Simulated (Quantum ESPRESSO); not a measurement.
The system is Ga.

```
Ga
1.0
    -1.38440    1.38440    2.31122
     1.38440   -1.38440    2.31122
     1.38440    1.38440   -2.31122
Ga
1
Direct
  0.00000 0.00000 0.00000
```

This isn't the form of Ga at room conditions, which is orthorhombic.

| Property | Result |
| --- | --- |
| Program | Quantum ESPRESSO 7.5 |
| Task | single point |
| Functional | PBE |
| Potentials or basis | SSSP 1.3 efficiency PBE |
| Cutoff | 952 eV |
| Density cutoff | 7619 eV |
| k mesh | 13 × 13 × 13 |
| Occupations | fermi-dirac, width 0.05 eV |
| Spin | no spin polarisation |

On this cell: pressure 3.3 GPa; band gap on the k mesh none (metal or under the smearing width).

The same run follows on a disturbed copy (cell strained at random at fixed volume):

```xyz
1
Lattice="-1.3457 1.3675 2.2797 1.3853 -1.3814 2.3118 1.3843 1.4199 -2.2881" Properties=species:S:1:pos:R:3 pbc="T T T"
Ga    0.0327    0.0007    0.0007
```

Q: What changes?

A: The energy (extrapolated to zero smearing) moves by +0.2 meV/atom; pressure 3.5 GPa; band gap on the k mesh none (metal or under the smearing width).

Stress tensor (GPa, compression positive):
```
 3.80  0.15 -0.03
 0.15  3.63 -0.13
-0.03 -0.13  3.03
```
